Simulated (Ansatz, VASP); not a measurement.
# Mg12B (a cell with a defect) in VASP and in Ansatz

```xyz
13
Lattice="6.4200 0.0000 0.0000 -4.8150 8.3398 0.0000 0.0000 0.0000 5.2130" Properties=species:S:1:pos:R:3 pbc="T T T"
Mg   -0.0031    0.0492    0.0000
Mg   -0.0012    1.8971    2.5985
Mg   -1.6253    2.7519   -0.0036
Mg   -1.5796    4.5407    2.5296
Mg   -3.1848    5.5239    0.0010
Mg   -3.2145    7.4753    2.5718
Mg    3.1846    0.0916    0.0769
Mg    3.2234    1.8797    2.6133
Mg    1.6023    2.7342    0.0075
Mg    1.6089    4.5765    2.5998
Mg   -0.0028    5.4951    0.0371
Mg   -0.0334    7.4573    2.5995
B     1.5886    6.4805    3.9022
```

Alike in both runs: functional PBEsol; k mesh 2 × 2 × 2; occupations fermi-dirac, width 0.05 eV; no spin polarisation.

Ansatz relaxed the structure, and its values are those at the end. VASP's run is a single point on that final structure, the one shown.

```csv
,VASP,Ansatz
version,VASP 6.6.1,Ansatz 0.2.0
potentials or method,"VASP PAW PBE potentials, release 64 (Mg, B)","scalar-relativistic, plane waves, PAW"
plane-wave cutoff (eV),520,420
valence electrons in the cell,27,123
```

```csv
,VASP,Ansatz,Ansatz less VASP
rms of the force components (eV/Å),0.019,0.019,+0.0001
```

The two sets of potentials don't hold the same shells in valence.

Caveats: the k mesh is coarse (spacing up to 0.60 Å⁻¹), so the values aren't converged; the PAW data sets were made with another functional, which shifts forces and pressure a little (VASP).
